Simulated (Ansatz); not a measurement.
# SiNi (Pmmn) in Ansatz: a series of runs

The runs below take SiNi through band structure, with r2SCAN+U.

All numbers are computed with Ansatz 0.2.0; they aren't measurements. Logs are shortened: lines on timing, memory, paths and dates and some standing lists are left out, and cuts for length are marked.

### Step 1. The structure

It takes space group Pmmn (No. 59, orthorhombic). Conventional cell: a = 2.943 Å, b = 3.280 Å, c = 4.677 Å, α = 90.00°, β = 90.00°, γ = 90.00°. Ni (site symmetry mm2) is surrounded by 6 Si at 2.34 to 2.37 Å and 4 Ni at 2.65 Å. Around Si (site symmetry mm2) lie 6 Ni at 2.34 to 2.37 Å and 4 Si at 2.65 Å.

The cell is a database's computed one.

### Step 2. Band structure, r2SCAN+U, collinear spin, ferromagnetic start

Input file input.yaml:

```yaml
crystal:
  lattice:
    - [2.94277066, 0.0, 0.0]
    - [0.0, 3.28032554, 0.0]
    - [0.0, 0.0, 4.67744676]
  atoms:
    - { symbol: Ni, position: [0.5, 0.5, 0.34249559], spin: 1.0 }
    - { symbol: Ni, position: [0.0, 0.0, 0.65750441], spin: 1.0 }
    - { symbol: Si, position: [0.5, 0.5, 0.84314316] }
    - { symbol: Si, position: [0.0, 0.0, 0.15685684] }
hamiltonian:
  xc: r2scan
  pseudopotentials: { kind: paw }
  hubbard: { sites: [{ species: Ni, l: d, u_eff: 3.0 }] }
magnetization:
  spin_polarized: true
kpoints:
  mp_grid: { grid: [9, 8, 6] }
  band_path:
    path:
      - [[0.0, 0.0, 0.0], [0.5, 0.0, 0.0], [0.5, 0.5, 0.0], [0.0, 0.5, 0.0], [0.0, 0.0, 0.0], [0.0, 0.0, 0.5], [0.5, 0.0, 0.5], [0.5, 0.5, 0.5], [0.0, 0.5, 0.5], [0.0, 0.0, 0.5]]
      - [[0.0, 0.5, 0.0], [0.0, 0.5, 0.5]]
      - [[0.5, 0.0, 0.5], [0.5, 0.0, 0.0]]
      - [[0.5, 0.5, 0.0], [0.5, 0.5, 0.5]]
    npoints: 14
scf:
  occupations: { method: fermi_dirac, width: 0.05 }
  n_extra_bands: 10
output:
  forces: true
  stress: true
  eigenvalues: true
  fatbands: false
```

Potentials or basis: Ansatz PAW.

Run with:

```bash
$ ansatz run input.yaml --threads 2 --pin off --max-ram 5632MiB --backend cpu --events-out ev --progress --plain --runs-dir out
```

Log:

```text
Warning: RAYON_NUM_THREADS=2 ignored (pool sized by the plan → 2); use --threads N
Ni: projections on atomic orbitals take those of the free atom [Ne] 3s2 3p6 3d8 4s2, of charge +0.00 (hamiltonian.pseudopotentials.projection_atoms); the dataset's partial waves leave at most 1.6e-6 of an orbital's norm unspanned inside its sphere
Si: projections on atomic orbitals take those of the free atom [Ne] 3s2 3p2, of charge +0.00 (hamiltonian.pseudopotentials.projection_atoms); the dataset's partial waves leave at most 6.1e-8 of an orbital's norm unspanned inside its sphere
scf.n_extra_bands = 10 over 22 filled bands (N_el = 44.0): the run solves 32 bands
Engine: ansatz 0.2.0, aarch64-unknown-linux-gnu
Pseudopotentials: kind: paw
Pseudopotential: Ni, paw, valence charge 18, recommended cutoff 500 eV (meta_gga), Ni.paw.azcp
Pseudopotential: Si, paw, valence charge 4, recommended cutoff 500 eV (meta_gga), Si.paw.azcp
Functional definition: r2SCAN
  parameter k0 = 0.174
  parameter k1 = 0.065
  parameter a1 = 4.9479
  exchange = r2scan_x(k0 = k0, k1 = k1, a1 = a1)
  correlation = r2scan_c
Crystal: 4 atoms, lattice volume = 45.153 Å³
Basis set: ecut = 500 eV, 1133 PW (Γ), exchange–correlation on 96×96×144 points (64 copies of the dense FFT grid, shifted against one another)
Bands: 32, of which v1, the nominal top of the filled ones, is band 22 counted from 1 (21 counted from 0)
Symmetry: 8 space group operations
Space group: Pmmn (ITA 59), of the structure as read, at distance tolerance 3.6e-5 Å
Magnetic group: BNS 59.405 (UNI 503), of the structure as read, at distance tolerance 3.6e-5 Å
k-points: 100 of 432
Non-local potential: Ni, projectors of the file, l = 0: 3, l = 1: 2, l = 2: 3, l = 3: 1
Non-local potential: Si, projectors of the file, l = 0: 2, l = 1: 2, l = 2: 2
PAW form: soft (Blöchl's): semilocal exchange-correlation on the pseudo side does not see the compensation charge
PAW frozen core: Ni, regenerated for the run's functional (the file was generated under x = pbe(κ = 0.804, μ = 0.2195149727645171), c = pbe(β = 0.06672455060314922))
PAW frozen core: Si, regenerated for the run's functional (the file was generated under x = pbe(κ = 0.804, μ = 0.2195149727645171), c = pbe(β = 0.06672455060314922))
PAW one-centre angular grid: Ni, 590 points (default); XC on 160 Gauss nodes
PAW one-centre angular grid: Si, 302 points (default); XC on 160 Gauss nodes
Initial density: superposition of atomic densities (chi_scale 0.1, normalization cell)
Starting moments: Σ|m| = 2 μB on 2 of 4 sites
Initial wavefunctions: pseudopotential atomic-orbital guess
Functional: x = r2scan, c = r2scan; τ floored in thin density (d = 2e-4 eV/Å³)
SCF iter   1: F=—  HF=-12967.823453 eV  |F-HF|=—  |Δ(HF+E_count)|=         —  Δρ=1.42e-1 (↑2.83e-2 ↓1.42e-1)  dr2=9.93e0  dr2_τ=5.82e-2  dr2_m=1.80e0  M=0.317 μB ∫|m|=0.682 μB  β_m=0.30  ethr=3.10e-3  ⟨swp⟩=5.9  Hψ=26934  notcnv=0  defer=15
preconditioner: auto → Kerker (q_TF=auto, 2.717 Å⁻¹)  [metal: Δε(μ)=0.030 eV  Ē_g=12.476 eV  σ=0.050 eV  W_gap=0.15  n_scr=16 (ndim 8)  ℏωp=29.2 eV  f_vac=0.000  D(μ)=0.88/eV (n_scr^D=2)]
spin=Collinear: Kerker preconditioning applied to the charge; magnetization (m = ρ↑ − ρ↓) channel mixes plain (no charge-response kernel on spin).
[... 15 lines left out ...]
SCF iter  15: F=—  HF=-12967.593129 eV  |F-HF|=—  |Δ(HF+E_count)|=   2.80e-5  Δρ=1.28e-4 (↑9.95e-5 ↓1.28e-4)  dr2=1.60e-5  dr2_τ=1.36e-8  dr2_m=1.67e-7  M=0.001 μB ∫|m|=0.001 μB  β_m=0.72  ethr=4.90e-9  ⟨swp⟩=3.2  Hψ=12650  notcnv=0  defer=705  κ⁻¹=2.6e-6(r=8)
SCF iter  16: F=—  HF=-12967.593129 eV  |F-HF|=—  |Δ(HF+E_count)|=   3.66e-7  Δρ=7.25e-5 (↑5.78e-5 ↓7.25e-5)  dr2=5.35e-6  dr2_τ=4.33e-9  dr2_m=4.38e-8  M=0.000 μB ∫|m|=0.001 μB  β_m=1.20  ethr=4.90e-9  ⟨swp⟩=2.0  Hψ=8113  notcnv=0  defer=705  κ⁻¹=3.4e-6(r=8)
iter 17 did not close the SCF: its close was put off for a magnetic moment that had not settled (scf_convergence_deferred on its scf_iter line)
SCF iter  17: F=-12967.593128 eV  HF=-12967.593128 eV  |F-HF|=1.39e-7  |Δ(HF+E_count)|=   6.82e-7  Δρ=7.41e-6 (↑7.41e-6 ↓3.87e-6)  dr2=2.87e-8  dr2_τ=1.44e-10  dr2_m=5.19e-9  M=0.000 μB ∫|m|=0.000 μB  β_m=1.20  ethr=2.27e-10  ⟨swp⟩=9.7  Hψ=34847  notcnv=0  κ⁻¹=3.6e-7(r=8)
iter 18 did not close the SCF: its close was put off for a magnetic moment that had not settled (scf_convergence_deferred on its scf_iter line)
SCF iter  18: F=-12967.593128 eV  HF=-12967.593128 eV  |F-HF|=6.17e-9  |Δ(HF+E_count)|=   1.81e-7  Δρ=3.93e-6 (↑2.78e-6 ↓3.93e-6)  dr2=1.49e-8  dr2_τ=6.39e-11  dr2_m=5.97e-10  M=0.000 μB ∫|m|=0.000 μB  β_m=0.30  ethr=6.52e-11  ⟨swp⟩=2.4  Hψ=21903  notcnv=0  κ⁻¹=1.2e-6(r=8)
iter 19 did not close the SCF: its close was put off for a magnetic moment that had not settled (scf_convergence_deferred on its scf_iter line)
SCF iter  19: F=-12967.593128 eV  HF=-12967.593128 eV  |F-HF|=3.54e-9  |Δ(HF+E_count)|=   1.75e-8  Δρ=1.24e-6 (↑1.15e-6 ↓1.24e-6)  dr2=6.55e-10  dr2_τ=7.30e-12  dr2_m=3.34e-10  M=0.000 μB ∫|m|=0.000 μB  β_m=0.30  ethr=3.40e-11  ⟨swp⟩=2.5  Hψ=22510  notcnv=0  κ⁻¹=5.6e-7(r=8)
SCF iter  20: F=-12967.593128 eV  HF=-12967.593128 eV  |F-HF|=6.66e-10  |Δ(HF+E_count)|=   3.81e-9  Δρ=6.75e-7 (↑6.75e-7 ↓4.66e-7)  dr2=3.09e-10  dr2_τ=1.88e-12  dr2_m=3.73e-11  M=0.000 μB ∫|m|=0.000 μB  ethr=1.49e-12  ⟨swp⟩=1.9  Hψ=18425  notcnv=0
SCF 1 converged in 20 iterations: F = -12967.593128 eV  dr2 = 3.09e-10
WARN: the starting moments were not kept: the SCF closed with an absolute magnetisation of 2.2e-5 μB, where they sum to 2 μB in size (2 sites). That is at most 0.1 of that sum. Measured as dr2_m measures the in/out step, that magnetisation stands 3.0e-10 eV from none, at or under the dr2_threshold of 1.0e-7 eV: it is no larger than a step whose dr2_m would equal this threshold. The system may hold no moment; this SCF shows only that its start led to no more than that. To try another start: raise the starting moments (crystal.atoms[].spin, magnetization.per_species, magnetization.initial_magnetization, or on a non-collinear deck that types none of these the spinor_matrix: blocks that start its atoms; where the total moment is fixed, keep their sum and leave initial_magnetization as it is; typed ones take the place of any that the run laid by itself, positive ones on a crystal's lanthanoids without a Hubbard term where scf.initial_density.shell_occupations: [] is typed) or, if the notice of its spin-set hold's release reads "site moments contracting" or "site moments show no strong build", lengthen the hold (scf.mixing.spin_hold: { on: { confirm: 4 } }; for m-r²SCAN on two components see the key's manual first). Each may lead to a state that holds a moment. A second SCF, from the converged charge density, with the starting moments and any scf.initial_density.shell_occupations laid on it anew, would have followed, and was not run: the deck does not ask for one (magnetization.retry_lost_moments is false, the default). To let it run, set magnetization.retry_lost_moments: true and run the deck again, where that key's refused combinations let it; where memory then withholds it, that run's warning says so.
this state was not tested for a lower state beside it, because the mixer in use, unlike msr1, does not test its closes by its own steps (another_mixer; see scf.mixing.algorithm and scf.lower_state_search)
NSCF: frozen V_eff on 172 k-points
SCF converged after 20 iterations
Magnetization: 0.0000 μB (22.0000 up, 22.0000 down)
Absolute magnetization: 0.0000 μB (∫|ρ↑−ρ↓|, with the PAW one-centre terms)
Spin contamination: 0.0000 ħ² per cell (⟨S²⟩ above its minimum at these occupations)
Per-site moments (μB) at R_I (Å): [(5.767755158823649e-6, 0.963473942393171), (5.767755158836293e-6, 0.9634739423931709), (-6.312947636540876e-7, 0.963473942393171), (-6.312947636432028e-7, 0.9634739423931709)]
Free energy (F): -12967.593128 eV
Harris-Foulkes:  -12967.593128 eV  (|F-HF|=6.66e-10)
Internal energy: -12967.585703 eV  (E = F + TS)
E sigma→0 (E₀):  -12967.589416 eV
Entropy (-TS):   -0.007425 eV (-1.856 meV/atom)
Fermi energy:    16.020533 eV
--- Per-component energies (eV) ---
  E_band       = -641.814559
  E_kinetic    = 661.762386
  E_local      = -8907.533015  (includes V_loc(G=0)·N_el)
  E_nonlocal   = 1337.942848
  E_hartree    = 3875.896310
  E_xc         = -265.290634
  E_vxc        = -341.852598  (∫ρ·V_xc dr)
  E_hubbard    = 2.689499  (on-site DFT+U / exact-exchange correction)
  E_vhub       = -21.576678  (the Hubbard potential's part of the band-sum identity)
  E_paw        = -4337.245990  (= ΣΔE_a)
  E_vpaw       = -1144.778319  (= ΣTr[D̂ρ^β])
  E_aug_tail   = 0.000508  (compensation charges beyond the density's cutoff)
  E_vtau       = 22.425987  (kinetic-family band-sum trace: ∫τ·v_τ [+ j·A + Jᵃ·Aᵃ] dr)
  E_ewald      = -5335.054613
  E_core_change = -0.753003  (= ΣΔE_core)
  E_smearing   = -0.007425  (= −TS)
  E_closure    = 0.000000  (closes the sum)
  Σ components = -12967.593128   (vs F -12967.593128, Δ=0.00e0)
--- Forces (eV/Å), atoms counted from 1 ---
  atom   1  Ni     0.00000000     0.00000000     0.05060728
  atom   2  Ni     0.00000000     0.00000000    -0.05060728
  atom   3  Si     0.00000000     0.00000000    -0.04422581
  atom   4  Si     0.00000000     0.00000000     0.04422581
  max |Σ_I F_I| component: 0.00e0 eV/Å
--- Stress (GPa, compression-positive) ---
       -0.263640       0.000000       0.000000
        0.000000       0.609001       0.000000
        0.000000       0.000000      -1.121368
  P = ⅓ Tr σ = -0.2587 GPa (-2.587 kbar)
--- Band table (eV; the first three rows and the last of 200) ---
  k-point 0 ↑: bands = ["-90.7344", "-90.7244", "-49.7928", "-49.7626", "-49.7010", "-49.6601", "-49.6066", "-49.5758", "1.2618", "7.2936", "9.1621", "10.8620", "11.7373", "12.4825", "12.4865", "12.8312", "12.8705", "12.8956", "13.1843", "13.6760", "13.7556", "14.6500", "17.4997", "19.1823", "21.6840", "22.1102", "23.9679", "24.4853", "24.5069", "25.6846", "27.3303", "27.9768"]
  k-point 1 ↑: bands = ["-90.7344", "-90.7244", "-49.7927", "-49.7629", "-49.7010", "-49.6601", "-49.6066", "-49.5758", "1.4119", "6.5473", "9.4743", "10.9245", "11.6993", "12.4158", "12.5049", "12.7152", "12.8434", "12.9265", "13.0963", "13.7422", "14.4453", "15.1030", "17.8042", "19.0968", "20.7314", "22.0453", "23.2211", "23.5518", "25.5182", "26.3165", "27.4834", "28.0469"]
  k-point 2 ↑: bands = ["-90.7344", "-90.7244", "-49.7925", "-49.7634", "-49.7009", "-49.6602", "-49.6065", "-49.5758", "1.7869", "5.4033", "9.7986", "11.0532", "11.6146", "12.2610", "12.5262", "12.5613", "12.8635", "12.8688", "12.9138", "13.7143", "16.1358", "16.4598", "18.5752", "18.9276", "19.1609", "21.7147", "21.8858", "22.0441", "25.6499", "27.2251", "27.3809", "29.3872"]
  k-point 99 ↓: bands = ["-90.7283", "-90.7283", "-49.7763", "-49.7763", "-49.6901", "-49.6901", "-49.6026", "-49.6026", "7.9048", "7.9048", "8.9927", "8.9927", "10.7660", "10.7660", "11.8728", "11.8728", "12.9651", "12.9651", "13.3282", "13.3282", "14.2237", "14.2237", "15.4832", "15.4832", "17.5114", "17.5114", "24.5466", "24.5466", "26.0178", "26.0178", "27.9441", "27.9441"]
Occupation matrices written to <dir>
```

Wall time 56 s (2 threads of Arm Neoverse V1, shared host); peak memory 0.73 GiB.

Results:

* Free energy: -12967.5931 eV
* Pressure: -0.3 GPa
* Largest force: 0.051 eV/Å
* Band gap on the k mesh: none (metal or under the smearing width)
* Net moment: 0.00 μB per cell
* Absolute moment: 0.00 μB per cell

Forces on the atoms (eV/Å):
```
Ni   0.000  0.000  0.051
Ni   0.000  0.000 -0.051
Si   0.000  0.000 -0.044
Si   0.000  0.000  0.044
```

Levels at the corners of the path, in eV from the Fermi level:
Spin up:
| point | band 19 | band 20 | band 21 | band 22 | band 23 | band 24 | band 25 | band 26 |
| --- | --- | --- | --- | --- | --- | --- | --- | --- |
| Γ | -2.84 | -2.34 | -2.26 | -1.37 | 1.48 | 3.16 | 5.66 | 6.09 |
| X | -2.93 | -2.93 | -2.16 | -2.16 | 2.05 | 2.05 | 3.76 | 3.76 |
| S | -2.72 | -2.72 | -1.94 | -1.94 | 1.84 | 1.84 | 2.16 | 2.16 |
| Y | -2.81 | -2.81 | -2.67 | -2.67 | 1.42 | 1.42 | 5.46 | 5.46 |
| Γ | -2.84 | -2.34 | -2.26 | -1.37 | 1.48 | 3.16 | 5.66 | 6.09 |
| Z | -3.14 | -2.32 | 1.15 | 1.91 | 2.41 | 2.82 | 3.18 | 3.91 |
| U | -2.62 | -2.62 | -1.91 | -1.91 | 3.95 | 3.95 | 5.83 | 5.83 |
| R | -2.74 | -2.74 | -1.84 | -1.84 | -0.61 | -0.61 | 1.30 | 1.30 |
| T | -2.59 | -2.59 | -2.43 | -2.43 | 5.69 | 5.69 | 5.89 | 5.89 |
| Z | -3.14 | -2.32 | 1.15 | 1.91 | 2.41 | 2.82 | 3.18 | 3.91 |
| Y | -2.81 | -2.81 | -2.67 | -2.67 | 1.42 | 1.42 | 5.46 | 5.46 |
| T | -2.59 | -2.59 | -2.43 | -2.43 | 5.69 | 5.69 | 5.89 | 5.89 |
| U | -2.62 | -2.62 | -1.91 | -1.91 | 3.95 | 3.95 | 5.83 | 5.83 |
| X | -2.93 | -2.93 | -2.16 | -2.16 | 2.05 | 2.05 | 3.76 | 3.76 |
| S | -2.72 | -2.72 | -1.94 | -1.94 | 1.84 | 1.84 | 2.16 | 2.16 |
| R | -2.74 | -2.74 | -1.84 | -1.84 | -0.61 | -0.61 | 1.30 | 1.30 |
Spin down:
| point | band 20 | band 21 | band 22 | band 23 | band 24 | band 25 |
| --- | --- | --- | --- | --- | --- | --- |
| Γ | -2.34 | -2.26 | -1.37 | 1.48 | 3.16 | 5.66 |
| X | -2.93 | -2.16 | -2.16 | 2.05 | 2.05 | 3.76 |
| S | -2.72 | -1.94 | -1.94 | 1.84 | 1.84 | 2.16 |
| Y | -2.81 | -2.67 | -2.67 | 1.42 | 1.42 | 5.46 |
| Γ | -2.34 | -2.26 | -1.37 | 1.48 | 3.16 | 5.66 |
| Z | -2.32 | 1.15 | 1.91 | 2.41 | 2.82 | 3.18 |
| U | -2.62 | -1.91 | -1.91 | 3.95 | 3.95 | 5.83 |
| R | -2.74 | -1.84 | -1.84 | -0.61 | -0.61 | 1.30 |
| T | -2.59 | -2.43 | -2.43 | 5.69 | 5.69 | 5.89 |
| Z | -2.32 | 1.15 | 1.91 | 2.41 | 2.82 | 3.18 |
| Y | -2.81 | -2.67 | -2.67 | 1.42 | 1.42 | 5.46 |
| T | -2.59 | -2.43 | -2.43 | 5.69 | 5.69 | 5.89 |
| U | -2.62 | -1.91 | -1.91 | 3.95 | 3.95 | 5.83 |
| X | -2.93 | -2.16 | -2.16 | 2.05 | 2.05 | 3.76 |
| S | -2.72 | -1.94 | -1.94 | 1.84 | 1.84 | 2.16 |
| R | -2.74 | -1.84 | -1.84 | -0.61 | -0.61 | 1.30 |

Eigenvalues of the final occupation matrices:
```csv
site,spin,trace,eigenvalues
site 1,1,4.49,0.85 0.88 0.89 0.91 0.97
site 1,2,4.49,0.85 0.88 0.89 0.91 0.97
site 2,1,4.49,0.85 0.88 0.89 0.91 0.97
site 2,2,4.49,0.85 0.88 0.89 0.91 0.97
```

Caveat: the magnetic or orbital state may not be the lowest; the PAW data sets come from PBE, with cores solved anew for the run's functional, which leaves a small shift of forces and pressure; the U is typed as a test and isn't derived for this compound; the starting moments weren't kept.

(Continued in part 2 of 3.)
